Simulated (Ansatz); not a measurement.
Here is an Ansatz 0.2.0 calculation.

Contents of input.yaml:

```yaml
crystal:
  lattice:
    - [0.0, 3.205, 3.205]
    - [3.205, 0.0, 3.205]
    - [3.205, 3.205, 0.0]
  atoms:
    - { symbol: Te, position: [0.75, 0.75, 0.75] }
    - { symbol: Cd, position: [0.0, 0.0, 0.0] }
hamiltonian:
  xc: pbe
  pseudopotentials: { kind: nc, source: spms }
kpoints:
  mp_grid: { grid: [7, 7, 7] }
  band_path:
    path:
      - [[0.0, 0.0, 0.0], [0.5, 0.0, 0.5], [0.5, 0.25, 0.75], [0.375, 0.375, 0.75], [0.0, 0.0, 0.0], [0.5, 0.5, 0.5], [0.625, 0.25, 0.625], [0.5, 0.25, 0.75], [0.5, 0.5, 0.5], [0.375, 0.375, 0.75]]
      - [[0.625, 0.25, 0.625], [0.5, 0.0, 0.5]]
    npoints: 14
scf:
  occupations: { method: fermi_dirac, width: 0.05 }
  n_extra_bands: 6
output:
  forces: true
  stress: true
  eigenvalues: true
  fatbands: false
```

Potentials or basis: SPMS NC.

Command:

```console
$ ansatz run input.yaml --threads 2 --pin off --max-ram 5120MiB --backend cpu --events-out ev --progress --plain --runs-dir out
```

Task: What does it give for the band gap on the k mesh?

Result: 0.87 eV, direct.

Task: What does it give for the band gap along the path?

Result: 0.87 eV, direct.

Task: Estimate the pressure.

Result: 4.3 GPa.

Levels at the corners of the path, in eV from the valence-band top:
```tsv
point	band 14	band 15	band 16	band 17	band 18	band 19	band 20	band 21	band 22	band 23
Γ	-8.11	-8.11	0.00	0.00	0.00	0.87	4.60	4.60	4.60	7.57
X	-8.08	-7.58	-4.46	-1.97	-1.97	2.55	2.67	9.01	9.35	9.35
W	-8.11	-7.49	-4.34	-2.45	-2.33	4.38	4.68	5.63	6.31	9.88
K	-8.10	-7.53	-4.36	-2.70	-1.64	2.89	4.57	7.44	7.57	7.97
Γ	-8.11	-8.11	0.00	0.00	0.00	0.87	4.60	4.60	4.60	7.57
L	-8.10	-7.73	-4.61	-0.82	-0.82	1.86	5.20	5.20	7.12	8.80
U	-8.10	-7.53	-4.36	-2.70	-1.64	2.89	4.57	7.44	7.57	7.97
W	-8.11	-7.49	-4.34	-2.45	-2.33	4.38	4.68	5.63	6.31	9.88
L	-8.10	-7.73	-4.61	-0.82	-0.82	1.86	5.20	5.20	7.12	8.80
K	-8.10	-7.53	-4.36	-2.70	-1.64	2.89	4.57	7.44	7.57	7.97
U	-8.10	-7.53	-4.36	-2.70	-1.64	2.89	4.57	7.44	7.57	7.97
X	-8.08	-7.58	-4.46	-1.97	-1.97	2.55	2.67	9.01	9.35	9.35
```

Caveat: spin-orbit coupling is left out, which moves the levels of the heavy elements.

**Measured values to compare with.**

A printed reference work, data compilation reports, for a bulk crystal of CdTe at 0 K: band gap 1.607 eV.

A measured gap of CdTe is 1.607 eV (0 K; a printed reference work, data compilation); the calculated 0.87 eV misses it by -0.74 eV. Spin-orbit coupling on Cd, Te is left out. The value is that of PBE, without temperature or zero-point motion. Semilocal functionals fall short of measured gaps as a rule.
